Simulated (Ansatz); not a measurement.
# KMgF3 (Pm-3m): the host for defect calculations, part 2 of 3

Aim: the runs on the perfect crystal KMgF3 (Pm-3m) that a defect calculation needs first.

Ansatz 0.2.0; plane-wave PAW DFT, PBE; relaxation of the host's cell and atoms; PAW set soft_1 (the session's first sound run).

So far. Step 3 (Dielectric tensors of the host): The electronic dielectric tensor is isotropic, 2.10. The static dielectric tensor is isotropic, 8.19.

### Step 4. Defect free supercell relaxed in its symmetry

This cell, the one that will hold the defects, is built from the relaxed host. Symmetry fixes every atom, so this run gives the energy of the symmetric cell at the supercell's k-points, the reference for the test of stability.

This step: plane-wave PAW DFT, PBE; relaxation of the defect-free supercell in its symmetry; PAW set soft_1 (Ansatz 0.2.0).

System of this step: KMgF3 (Pm-3m). Symmetry: Pm-3m, No. 221, cubic system. Conventional cell: a = 4.054 Å, b = 4.054 Å, c = 4.054 Å, α = 90.00°, β = 90.00°, γ = 90.00°. Nearest to K lie 12 F at 2.87 Å. Nearest to Mg lie 6 F at 2.03 Å. Nearest to F lie 2 Mg at 2.03 Å and 4 K at 2.87 Å. Farther neighbours and most contacts between anions are not listed.

Input file pristine.symmetric/input.yaml:

```yaml
crystal:
  lattice:
    - [8.1089877739, 0.0, 0.0]
    - [0.0, 8.1089877739, 0.0]
    - [0.0, 0.0, 8.1089877739]
  atoms:
    - { symbol: K, position: [0.25, 0.25, 0.25] }
    - { symbol: Mg, position: [0.0, 0.0, 0.0] }
    - { symbol: F, position: [0.0, 0.25, 0.0] }
    - { symbol: F, position: [0.0, 0.0, 0.25] }
    - { symbol: F, position: [0.25, 0.0, 0.0] }
    - { symbol: K, position: [0.25, 0.25, 0.75] }
    - { symbol: Mg, position: [0.0, 0.0, 0.5] }
    - { symbol: F, position: [0.0, 0.25, 0.5] }
    - { symbol: F, position: [0.0, 0.0, 0.75] }
    - { symbol: F, position: [0.25, 0.0, 0.5] }
    - { symbol: K, position: [0.25, 0.75, 0.25] }
    - { symbol: Mg, position: [0.0, 0.5, 0.0] }
    - { symbol: F, position: [0.0, 0.75, 0.0] }
    - { symbol: F, position: [0.0, 0.5, 0.25] }
    - { symbol: F, position: [0.25, 0.5, 0.0] }
    - { symbol: K, position: [0.25, 0.75, 0.75] }
    - { symbol: Mg, position: [0.0, 0.5, 0.5] }
    - { symbol: F, position: [0.0, 0.75, 0.5] }
    - { symbol: F, position: [0.0, 0.5, 0.75] }
    - { symbol: F, position: [0.25, 0.5, 0.5] }
    - { symbol: K, position: [0.75, 0.25, 0.25] }
    - { symbol: Mg, position: [0.5, 0.0, 0.0] }
    - { symbol: F, position: [0.5, 0.25, 0.0] }
    - { symbol: F, position: [0.5, 0.0, 0.25] }
    - { symbol: F, position: [0.75, 0.0, 0.0] }
    - { symbol: K, position: [0.75, 0.25, 0.75] }
    - { symbol: Mg, position: [0.5, 0.0, 0.5] }
    - { symbol: F, position: [0.5, 0.25, 0.5] }
    - { symbol: F, position: [0.5, 0.0, 0.75] }
    - { symbol: F, position: [0.75, 0.0, 0.5] }
    - { symbol: K, position: [0.75, 0.75, 0.25] }
    - { symbol: Mg, position: [0.5, 0.5, 0.0] }
    - { symbol: F, position: [0.5, 0.75, 0.0] }
    - { symbol: F, position: [0.5, 0.5, 0.25] }
    - { symbol: F, position: [0.75, 0.5, 0.0] }
    - { symbol: K, position: [0.75, 0.75, 0.75] }
    - { symbol: Mg, position: [0.5, 0.5, 0.5] }
    - { symbol: F, position: [0.5, 0.75, 0.5] }
    - { symbol: F, position: [0.5, 0.5, 0.75] }
    - { symbol: F, position: [0.75, 0.5, 0.5] }
basis:
  ecutwfc: 420
  xc_grid: 2
hamiltonian:
  xc: pbe
  pseudopotentials: { kind: paw, azcp: { folder: soft_1 } }
kpoints:
  mp_grid: { grid: [1, 1, 1] }
scf:
  occupations: { method: fermi_dirac, width: 0.01 }
  max_iter: 100
  lower_state_search: "off"
output:
  forces: true
relax:
  f_tol: 0.015
  max_steps: 60
  escape_saddle: false
checkpoint:
  write: "../pristine.symmetric.run"
  compress: false
  write_wavefunctions: false
  write_every: 100000
```

Launch:

```console
$ ansatz run input.yaml --threads 8 --pin off --max-ram 17899MiB --backend cpu --events-out ev --progress --plain --runs-dir out
```

Numbers of over 12 decimals in the logs are rounded to 6 here.

The log of the run:

```text
[...]
Crystal: 40 atoms, lattice volume = 533.212 Å³
Basis set: ecut = 420 eV, 10395 PW (Γ), exchange–correlation on 120×120×120 points (8 copies of the dense FFT grid, shifted against one another)
Bands: 200, of which v1, the nominal top of the filled ones, is band 160 counted from 1 (159 counted from 0)
Symmetry: 384 space group operations
[...]
k-points: 1
[...]
SCF iter   1: F=—  HF=-47184.525744 eV  |F-HF|=—  |Δ(HF+E_count)|=         —  Δρ=1.38e-1  dr2=8.15e1  ethr=3.10e-3  ⟨swp⟩=6.0  Hψ=871  notcnv=0  defer=16
[...]
SCF iter   9: F=-47157.813121 eV  HF=-47157.813121 eV  |F-HF|=6.31e-9  |Δ(HF+E_count)|=   3.17e-7  Δρ=3.46e-6  dr2=3.65e-8  ethr=3.13e-11  ⟨swp⟩=3.0  Hψ=776  notcnv=0
SCF 1 converged in 9 iterations: F = -47157.813121 eV  dr2 = 3.65e-8
[...]
relax step   1: F+E_penalty+E_count = -47157.81312090 eV  Δ(F+E_penalty+E_count) = +0.000e0 eV  max|allowed force component| = 3.805e-25 eV/Å  Δτ_max = 0.0000 Å  (9 SCF iters, accepted)
SCF converged after 9 iterations
Free energy (F): -47157.813121 eV
[...]
Internal energy: -47157.813121 eV  (E = F + TS)
E sigma→0 (E₀):  -47157.813121 eV
Fermi energy:    5.841646 eV
[...]
--- Relaxed structure (1 steps of the walk, 1 accepted, 0 SCFs on fresh bases) ---
  F+E_penalty+E_count = -47157.81312090 eV   max|allowed force component| = 3.805e-25 eV/Å
  atoms:
    - { symbol: K, position: [0.250000, 0.250000, 0.250000] }
    - { symbol: Mg, position: [0.0, 0.0, 0.0] }
    - { symbol: F, position: [0.0, 0.250000, 0.0] }
    - { symbol: F, position: [0.0, 0.0, 0.250000] }
    - { symbol: F, position: [0.250000, 0.0, 0.0] }
    - { symbol: K, position: [0.250000, 0.250000, 0.75] }
    - { symbol: Mg, position: [0.0, 0.0, 0.500000] }
    - { symbol: F, position: [0.0, 0.250000, 0.500000] }
    - { symbol: F, position: [0.0, 0.0, 0.75] }
    - { symbol: F, position: [0.250000, 0.0, 0.500000] }
    - { symbol: K, position: [0.250000, 0.75, 0.250000] }
    - { symbol: Mg, position: [0.0, 0.500000, 0.0] }
    - { symbol: F, position: [0.0, 0.75, 0.0] }
    - { symbol: F, position: [0.0, 0.500000, 0.250000] }
    - { symbol: F, position: [0.250000, 0.500000, 0.0] }
    - { symbol: K, position: [0.250000, 0.75, 0.75] }
    - { symbol: Mg, position: [0.0, 0.500000, 0.500000] }
    - { symbol: F, position: [0.0, 0.75, 0.500000] }
    - { symbol: F, position: [0.0, 0.500000, 0.75] }
    - { symbol: F, position: [0.250000, 0.500000, 0.500000] }
    - { symbol: K, position: [0.75, 0.250000, 0.250000] }
    - { symbol: Mg, position: [0.500000, 0.0, 0.0] }
    - { symbol: F, position: [0.500000, 0.250000, 0.0] }
    - { symbol: F, position: [0.500000, 0.0, 0.250000] }
    - { symbol: F, position: [0.75, 0.0, 0.0] }
    - { symbol: K, position: [0.75, 0.250000, 0.75] }
    - { symbol: Mg, position: [0.500000, 0.0, 0.500000] }
    - { symbol: F, position: [0.500000, 0.250000, 0.500000] }
    - { symbol: F, position: [0.500000, 0.0, 0.75] }
    - { symbol: F, position: [0.75, 0.0, 0.500000] }
    - { symbol: K, position: [0.75, 0.75, 0.250000] }
    - { symbol: Mg, position: [0.500000, 0.500000, 0.0] }
    - { symbol: F, position: [0.500000, 0.75, 0.0] }
    - { symbol: F, position: [0.500000, 0.500000, 0.250000] }
    - { symbol: F, position: [0.75, 0.500000, 0.0] }
    - { symbol: K, position: [0.75, 0.75, 0.75] }
    - { symbol: Mg, position: [0.500000, 0.500000, 0.500000] }
    - { symbol: F, position: [0.500000, 0.75, 0.500000] }
    - { symbol: F, position: [0.500000, 0.500000, 0.75] }
    - { symbol: F, position: [0.75, 0.500000, 0.500000] }
```

The job ended after 1.7 s (8 threads of Arm Neoverse V1, shared host; peak memory 0.67 GiB).

The forces vanish from the start, and no atom moves.

### Step 5. Defect free supercell relaxed from displaced atoms

This step: plane-wave PAW DFT, PBE; relaxation of the defect-free supercell from random displacements, a test of the host's stability; PAW set soft_1 (Ansatz 0.2.0).

pristine.rattled/input.yaml, as its differences from pristine.symmetric/input.yaml of step 4:

```diff
@@ -62,6 +62,6 @@
   f_tol: 0.015
-  max_steps: 60
-  escape_saddle: false
+  max_steps: 120
+  random_displacement: { amplitude: 0.06, seed: 7848 }
 checkpoint:
-  write: "../pristine.symmetric.run"
+  write: "../pristine.rattled.run"
   compress: false
```

The log of the run:

```text
[...]
Crystal: 40 atoms, lattice volume = 533.212 Å³
Basis set: ecut = 420 eV, 10395 PW (Γ), exchange–correlation on 120×120×120 points (8 copies of the dense FFT grid, shifted against one another)
Bands: 200, of which v1, the nominal top of the filled ones, is band 160 counted from 1 (159 counted from 0)
Symmetry: 1 space group operations
k-points: 1
[...]
SCF iter   1: F=—  HF=-47184.095721 eV  |F-HF|=—  |Δ(HF+E_count)|=         —  Δρ=1.37e-1  dr2=8.15e1  ethr=3.10e-3  ⟨swp⟩=6.0  Hψ=783  notcnv=0  defer=26
[...]
SCF iter   9: F=-47157.396609 eV  HF=-47157.396610 eV  |F-HF|=4.40e-7  |Δ(HF+E_count)|=   6.32e-6  Δρ=1.51e-5  dr2=8.02e-7  ethr=1.76e-9  ⟨swp⟩=4.0  Hψ=610  notcnv=0
SCF 1 converged in 9 iterations: F = -47157.396609 eV  dr2 = 8.02e-7
[...]
relax step   1: F+E_penalty+E_count = -47157.39660923 eV  Δ(F+E_penalty+E_count) = +0.000e0 eV  max|allowed force component| = 1.081e0 eV/Å  Δτ_max = 0.0000 Å  (9 SCF iters, dr2 threshold 5.63e-6 eV, accepted)
[...]
relax step   2: F+E_penalty+E_count = -47157.61338186 eV  Δ(F+E_penalty+E_count) = -2.168e-1 eV  max|allowed force component| = 5.619e-1 eV/Å  Δτ_max = 0.1950 Å  (6 SCF iters, dr2 threshold 7.30e-5 eV, accepted)
relax step   3: F+E_penalty+E_count = -47157.81289330 eV  Δ(F+E_penalty+E_count) = -1.995e-1 eV  max|allowed force component| = 9.090e-3 eV/Å  Δτ_max = 0.1322 Å  (6 SCF iters, dr2 threshold 1.97e-5 eV, accepted)
[...]
SCF iter   4: F=-47157.812894 eV  HF=-47157.812894 eV  |F-HF|=4.97e-8  |Δ(HF+E_count)|=   6.71e-7  Δρ=4.84e-6  dr2=5.98e-8  ethr=3.13e-11  ⟨swp⟩=3.0  Hψ=703  notcnv=0
SCF 4 converged in 4 iterations: F = -47157.812894 eV  dr2 = 5.98e-8
relax step   4: F+E_penalty+E_count = -47157.81289430 eV  Δ(F+E_penalty+E_count) = -9.968e-7 eV  max|allowed force component| = 8.835e-3 eV/Å  Δτ_max = 0.0000 Å  (4 SCF iters, accepted)
SCF converged after 4 iterations
Free energy (F): -47157.812894 eV
[...]
Internal energy: -47157.812894 eV  (E = F + TS)
E sigma→0 (E₀):  -47157.812894 eV
Fermi energy:    5.841706 eV
[...]
--- Forces (eV/Å), atoms counted from 1 ---
  atom   1  K     -0.00199574     0.00883387    -0.00095648
  atom   2  Mg    -0.00201085    -0.00042634    -0.00216845
  atom   3  F      0.00006278    -0.00021468    -0.00352865
  atom   4  F      0.00258431    -0.00031283     0.00149659
  atom   5  F      0.00156529     0.00164963     0.00149207
  atom   6  K     -0.00021083     0.00272056    -0.00092793
  atom   7  Mg    -0.00185288     0.00062413    -0.00112329
  atom   8  F      0.00138021     0.00073444     0.00068518
  atom   9  F      0.00117461    -0.00308099    -0.00077374
  atom  10  F      0.00159585     0.00131723     0.00012817
  atom  11  K     -0.00066732    -0.00800191     0.00531095
  atom  12  Mg    -0.00055453    -0.00117316    -0.00082239
  atom  13  F      0.00543358    -0.00012707     0.00217712
  atom  14  F      0.00135251    -0.00277982     0.00217037
  atom  15  F      0.00116241    -0.00074624     0.00111184
  atom  16  K      0.00120803    -0.00267289    -0.00667066
  atom  17  Mg    -0.00035260     0.00183577     0.00193528
  atom  18  F     -0.00166654    -0.00225978     0.00072902
  atom  19  F      0.00083401     0.00250595    -0.00288316
  atom  20  F     -0.00020830     0.00234221     0.00259079
  atom  21  K      0.00133182     0.00827270    -0.00789433
  atom  22  Mg    -0.00429136    -0.00045443    -0.00318049
  atom  23  F      0.00137938    -0.00123973     0.00065794
  atom  24  F      0.00042569     0.00150243    -0.00053354
  atom  25  F      0.00103683    -0.00396644     0.00264072
  atom  26  K     -0.00000105     0.00078598     0.00715319
  atom  27  Mg    -0.00119878     0.00229484    -0.00403040
  atom  28  F      0.00062518    -0.00059471     0.00380758
  atom  29  F     -0.00237743    -0.00217145     0.00251752
  atom  30  F     -0.00074310     0.00135401    -0.00073642
  atom  31  K      0.00205728    -0.00755278    -0.00079594
  atom  32  Mg     0.00031917     0.00002756    -0.00023180
  atom  33  F     -0.00394910     0.00245495     0.00067193
  atom  34  F     -0.00029299    -0.00251019     0.00105561
  atom  35  F      0.00020496     0.00563545     0.00072482
  atom  36  K     -0.00087496    -0.00090734    -0.00087479
  atom  37  Mg     0.00008861     0.00037081    -0.00060949
  atom  38  F     -0.00295092    -0.00136746    -0.00263097
  atom  39  F     -0.00127743    -0.00118923    -0.00120266
  atom  40  F      0.00159476    -0.00156682     0.00347088
  max |Σ_I F_I| component: 5.94e-5 eV/Å
--- Relaxed structure (4 steps of the walk, 4 accepted, 0 SCFs on fresh bases) ---
  F+E_penalty+E_count = -47157.81289430 eV   max|allowed force component| = 8.835e-3 eV/Å
  atoms:
    - { symbol: K, position: [0.248892, 0.248550, 0.249287] }
    - { symbol: Mg, position: [-0.001273, -0.000969, -0.000742] }
    - { symbol: F, position: [-0.000650, 0.248924, -0.000257] }
    - { symbol: F, position: [-0.001326, -0.001365, 0.249242] }
    - { symbol: F, position: [0.248786, -0.001705, -0.000784] }
    - { symbol: K, position: [0.248780, 0.248893, 0.749310] }
    - { symbol: Mg, position: [-0.001144, -0.001122, 0.499311] }
    - { symbol: F, position: [-0.001364, 0.248888, 0.498870] }
    - { symbol: F, position: [-0.001207, -0.000596, 0.749277] }
    - { symbol: F, position: [0.248797, -0.001053, 0.499266] }
    - { symbol: K, position: [0.248804, 0.749251, 0.248945] }
    - { symbol: Mg, position: [-0.001309, 0.498893, -0.000718] }
    - { symbol: F, position: [-0.002035, 0.748989, -0.001180] }
    - { symbol: F, position: [-0.001241, 0.499402, 0.249169] }
    - { symbol: F, position: [0.248733, 0.499538, -0.000897] }
    - { symbol: K, position: [0.248707, 0.748968, 0.749613] }
    - { symbol: Mg, position: [-0.001170, 0.498940, 0.499103] }
    - { symbol: F, position: [-0.000984, 0.748971, 0.499541] }
    - { symbol: F, position: [-0.001306, 0.498523, 0.749217] }
    - { symbol: F, position: [0.248787, 0.498711, 0.499117] }
    - { symbol: K, position: [0.748716, 0.248601, 0.249639] }
    - { symbol: Mg, position: [0.498918, -0.001012, -0.000760] }
    - { symbol: F, position: [0.498119, 0.248922, -0.000516] }
    - { symbol: F, position: [0.498801, -0.001411, 0.249283] }
    - { symbol: F, position: [0.748764, -0.000324, -0.000850] }
    - { symbol: K, position: [0.748807, 0.249003, 0.748867] }
    - { symbol: Mg, position: [0.498806, -0.001165, 0.499389] }
    - { symbol: F, position: [0.498882, 0.248897, 0.498820] }
    - { symbol: F, position: [0.498873, -0.000702, 0.749241] }
    - { symbol: F, position: [0.748829, -0.001250, 0.499319] }
    - { symbol: K, position: [0.748679, 0.749220, 0.249281] }
    - { symbol: Mg, position: [0.498803, 0.498887, -0.000760] }
    - { symbol: F, position: [0.499500, 0.748943, -0.001048] }
    - { symbol: F, position: [0.498706, 0.499330, 0.249182] }
    - { symbol: F, position: [0.748742, 0.498122, -0.000798] }
    - { symbol: K, position: [0.748860, 0.748874, 0.749294] }
    - { symbol: Mg, position: [0.498736, 0.498979, 0.499169] }
    - { symbol: F, position: [0.498793, 0.748964, 0.499636] }
    - { symbol: F, position: [0.498843, 0.498725, 0.749200] }
    - { symbol: F, position: [0.748767, 0.499082, 0.498994] }
```

It took 5 s on 8 threads; peak memory 0.68 GiB; 33 s of CPU time.

The steps of the relaxation:

```csv
step,energy less that of the first step (eV),largest force component (eV/Å)
1,0.0000,1.0808
2,-0.2168,0.5619
3,-0.4163,0.0091
4,-0.4163,0.0088
```

Final coordinates:

```xyz
40
Lattice="8.1090 0.0000 0.0000 0.0000 8.1090 0.0000 0.0000 0.0000 8.1090" Properties=species:S:1:pos:R:3 pbc="T T T"
K     2.0183    2.0155    2.0215
Mg   -0.0103   -0.0079   -0.0060
F    -0.0053    2.0185   -0.0021
F    -0.0108   -0.0111    2.0211
F     2.0174   -0.0138   -0.0064
K     2.0174    2.0183    6.0761
Mg   -0.0093   -0.0091    4.0489
F    -0.0111    2.0182    4.0453
F    -0.0098   -0.0048    6.0759
F     2.0175   -0.0085    4.0485
K     2.0176    6.0757    2.0187
Mg   -0.0106    4.0455   -0.0058
F    -0.0165    6.0735   -0.0096
F    -0.0101    4.0496    2.0205
F     2.0170    4.0507   -0.0073
K     2.0168    6.0734    6.0786
Mg   -0.0095    4.0459    4.0472
F    -0.0080    6.0734    4.0508
F    -0.0106    4.0425    6.0754
F     2.0174    4.0440    4.0473
K     6.0713    2.0159    2.0243
Mg    4.0457   -0.0082   -0.0062
F     4.0392    2.0185   -0.0042
F     4.0448   -0.0114    2.0214
F     6.0717   -0.0026   -0.0069
K     6.0721    2.0192    6.0726
Mg    4.0448   -0.0094    4.0495
F     4.0454    2.0183    4.0449
F     4.0454   -0.0057    6.0756
F     6.0722   -0.0101    4.0490
K     6.0710    6.0754    2.0214
Mg    4.0448    4.0455   -0.0062
F     4.0504    6.0732   -0.0085
F     4.0440    4.0491    2.0206
F     6.0715    4.0393   -0.0065
K     6.0725    6.0726    6.0760
Mg    4.0442    4.0462    4.0478
F     4.0447    6.0733    4.0515
F     4.0451    4.0442    6.0753
F     6.0717    4.0471    4.0463
```

The relaxation ends 10 meV an atom lower than the displaced start, with a largest force component of 0.0088 eV/Å.

(Continued in part 3 of 3.)

[Logs are printed without paths, hosts, clocks, repeated set-up lines and the standing remarks that a program may print on its own settings, such as how far it seeks lower states.]

[Hosts, paths, dates, database ids (printed as entryN), source tags and the programs' standing remarks are cut or masked in the printed files.]

[Runs of the host that timed out are not shown.]

[For some hosts the program warned that the k-mesh of the response run may be too coarse for force constants and the static dielectric constant; such warnings are not always shown.]
